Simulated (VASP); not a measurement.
# TePb: single point with r2SCAN

**The experiment to reproduce.**

From a printed reference work, monograph, for a bulk crystal of TePb at 4.2 K: band gap 0.19 eV (direct).

TePb:

```
CELL_PARAMETERS angstrom
0.00000 3.26867 3.26867
3.26867 0.00000 3.26867
3.26867 3.26867 0.00000
ATOMIC_POSITIONS crystal
Te 0.50000 0.50000 0.50000
Pb 0.00000 0.00000 0.00000
```

```
Program             : VASP 6.6.1
Task                : single point
Functional          : r2SCAN
Potentials or basis : VASP PAW PBE potentials, release 64 (Te, Pb_d)
Cutoff              : 520 eV
k mesh              : 8 × 8 × 8
Occupations         : fermi-dirac, width 0.02 eV
Spin                : no spin polarisation
```

* Pressure: -0.1 GPa
* Band gap on the k mesh: 1.09 eV

Levels at points of the mesh, in eV from the valence-band top:
```
           k point  band 7  band 8  band 9  band 10  band 11  band 12  band 13  band 14
(0.00, 0.00, 0.00)   -5.72   -1.35   -1.35    -1.35     4.32     4.32     4.32     6.27
(0.50, 0.00, 0.00)   -8.70   -0.90   -0.90     0.00     1.09     1.51     1.51     8.91
(0.50, 0.50, 0.00)   -7.44   -4.40   -2.76    -2.76     3.74     5.70     5.70     6.97
```

It took 53 s on 1 thread of Intel(R) Xeon(R) 6975P-C (Granite Rapids), with other jobs on the host, peak memory 0.23 GiB.

A measured gap of TePb is 0.19 eV (direct; 4.2 K; a printed reference work, monograph); the calculated 1.09 eV misses it by +0.90 eV. Spin-orbit coupling on Pb, Te is left out. The value is that of r2SCAN on a finite k mesh, which can miss the band edges, without temperature or zero-point motion.

Caveat: the PAW data sets were made with another functional, which shifts forces and pressure a little; spin-orbit coupling is left out, which moves the levels of the heavy elements.
